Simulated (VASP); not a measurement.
Set up this calculation in VASP 6.6.1, as the native input.

| Property | Result |
| --- | --- |
| Task | relaxation of cell and atoms |
| Functional | PBE |
| Potentials or basis | VASP PAW PBE potentials, release 64 (P) |
| Cutoff | 520 eV |
| k mesh | 11 × 11 × 8 |
| Occupations | gaussian, width 0.1 eV |
| Spin | no spin polarisation |
| Further INCAR settings | ALGO = Normal; EDIFF = 1e-07; IBRION = 2; POTIM = 0.3; EDIFFG = -0.005; NSW = 60; ISIF = 3 |

The structure of P lies in POSCAR:

```
P                                       
1.0
    1.6537652297     -5.5962882149      0.0000000000
    1.6537652297      5.5962882149     -0.0000000000
    0.0000000000     -0.0000000000      4.5513651199
  P             
     4
Direct
     0.9053261321703823    0.0946738678296178    0.0864560911869891
     0.5946738678296177    0.4053261321703823    0.5864560911869892
     0.0946738678296178    0.9053261321703823    0.9135439088130108
     0.4053261321703823    0.5946738678296177    0.4135439088130108
```

These files were run (other wordings do the same):

INCAR

```
PREC = Accurate ; ENCUT = 520
EDIFF = 1E-7 ; ISMEAR = 0
SIGMA = 0.1 ; LREAL = F
LASPH = T ; NELM = 120
ALGO = Normal ; ISIF = 3
LWAVE = F ; LCHARG = F
GGA = PE ; IBRION = 2
NSW = 60 ; EDIFFG = -0.005
POTIM = 0.3
```

KPOINTS

```
regular mesh
0
Gamma
  11 11 8
```

Potentials or basis: VASP PAW PBE potentials, release 64 (P).

Run with:

```bash
$ cat potpaw_PBE.64/P/POTCAR > POTCAR
$ mpirun -np 1 vasp_std > vasp.out
```

Results of the run:

```
Relaxed volume                         : 21.30 Å³/atom
Relaxed cell                           : a = 5.883 Å, b = 5.883 Å, c = 4.564 Å, α = 90.00°, β = 90.00°, γ = 147.36°
Space group after relaxing (to 0.05 Å) : Cmce (No. 64)
Energy gained by relaxing              : 0.1 meV/atom
Ionic steps                            : 14
Pressure after relaxing                : 0.0 GPa
Band gap on the k mesh                 : 0.23 eV, direct
```

Caveat: an odd mesh through Γ misses points on the zone boundary, where band edges often lie.

Wall time 25 min on 1 thread of Intel(R) Xeon(R) Platinum 8488C (Sapphire Rapids), with other jobs on the host, peak memory 0.4 GiB.
